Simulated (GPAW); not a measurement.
A run of GPAW 26.7.0 is set up as follows.

The input run.py:

```python
from ase import Atoms
from ase.calculators.mixing import SumCalculator
from ase.filters import FrechetCellFilter
from ase.io import write
from ase.optimize import BFGS
from dftd3.ase import DFTD3
from gpaw import GPAW, PW, setup_paths

setup_paths.insert(0, '.')

atoms = Atoms(['Pb', 'Pb'],
              cell=[[0.0, 3.4390000555, 3.4390000555],
                    [3.4390000555, 0.0, 3.4390000555],
                    [3.4390000555, 3.4390000555, 0.0]],
              scaled_positions=[[0.25, 0.25, 0.25],
                                [0.0, 0.0, 0.0]],
              pbc=True)

calc = GPAW(mode=PW(600),
            xc='PBEsol',
            kpts={'size': (7, 7, 7), 'gamma': True},
            occupations={'name': 'fermi-dirac', 'width': 0.05},
            nbands=24,
            convergence={'density': 1e-05, 'forces': 0.0001},
            maxiter=150,
            txt='gpaw.txt')
atoms.calc = SumCalculator([calc, DFTD3(method='pbesol', damping='d3zero')])
opt = BFGS(FrechetCellFilter(atoms), trajectory='relax.traj', logfile='-')
done = opt.run(fmax=0.02, steps=60)
calc.write('gs.gpw')
write('result.traj', atoms)
print('Converged:', done)
print('Cell:', atoms.cell.cellpar().round(4))
print('Volume:', round(atoms.get_volume(), 4))
print(atoms.get_scaled_positions().round(5))
```

Potentials or basis: PAW data sets generated in the run's folder for this functional, pw.

Command:

```bash
$ gpaw-setup -f PBEsol Pb
$ OMP_NUM_THREADS=1 python run.py
```

Q: What does it give for the band gap on the k mesh?

A: None (metal or under the smearing width).

Q: What does it give for the relaxed cell?

A: a = 4.830 Å, b = 4.830 Å, c = 4.830 Å, α = 60.00°, β = 60.00°, γ = 60.00°.

Q: Estimate the space group after relaxing (to 0.05 Å).

A: Fd-3m (No. 227).

Q: What does it give for the relaxed volume?

A: 39.83 Å³/atom.

Final structure:
```cif
data_structure
_symmetry_space_group_name_H-M 'P 1'
_symmetry_Int_Tables_number 1
_cell_length_a 4.8297
_cell_length_b 4.8297
_cell_length_c 4.8297
_cell_angle_alpha 60.000
_cell_angle_beta 60.000
_cell_angle_gamma 60.000
_cell_volume 79.66
loop_
_atom_site_label
_atom_site_type_symbol
_atom_site_fract_x
_atom_site_fract_y
_atom_site_fract_z
_atom_site_occupancy
Pb1 Pb 0.25000 0.25000 0.25000 1
Pb2 Pb 0.00000 0.00000 0.00000 1
```

Caveat: later steps reuse the first step's grids; pairwise dispersion overbinds metals, which lowers pressure and volume. Spin-orbit coupling is left out, which matters for the levels of Pb.
